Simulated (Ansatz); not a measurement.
Starting cell, NaBr (rock salt):

```
CELL_PARAMETERS angstrom
      0.00000     6.03598     6.03598
      3.01799     0.00000     3.01799
      3.01799     3.01799     0.00000
ATOMIC_POSITIONS crystal
  Br 0.00000 0.00000 0.00000
  Br 0.50000 0.00000 0.00000
  Na 0.25000 0.50000 0.50000
  Na 0.75000 0.50000 0.50000
```

A phonon eigenvector at L = (0.5, 0.0, 0.0) is frozen into this cell: atom i moves by Q times the vector below, so Q is the largest atomic displacement, in Å. The cell is held. (q is in reciprocal vectors of the primitive cell; the cell shown is doubled to hold the pattern.)

```tsv
atom	x	y	z
Br1	-0.577	0.577	0.577
Br2	0.577	-0.577	-0.577
```

Atoms not listed stay in place.

These are PBE (plane waves to 420 eV, PAW, scalar-relativistic; Ansatz, a first-principles code) values and carry that method's errors. k mesh 5×10×10 (Γ-centred), Fermi-Dirac smearing 0.05 eV. NaBr was relaxed with its symmetry unable to fall.

At one point of the scan the forces (eV/Å) are:

```
atom      Fx      Fy      Fz
----  ------  ------  ------
Br1    0.060  -0.060  -0.060
Br2   -0.060   0.060   0.060
Na3    0.000   0.000   0.000
Na4    0.000   0.000   0.000
```

Question: Which point is it?
(A) Q = 0.033 Å
(B) Q = 0.067 Å
(C) Q = 0.100 Å

Answer: A, Q = 0.033 Å

(A displaced cell: forces are minus the slopes of the energy, force constants its curvatures, and phonons follow from these.)
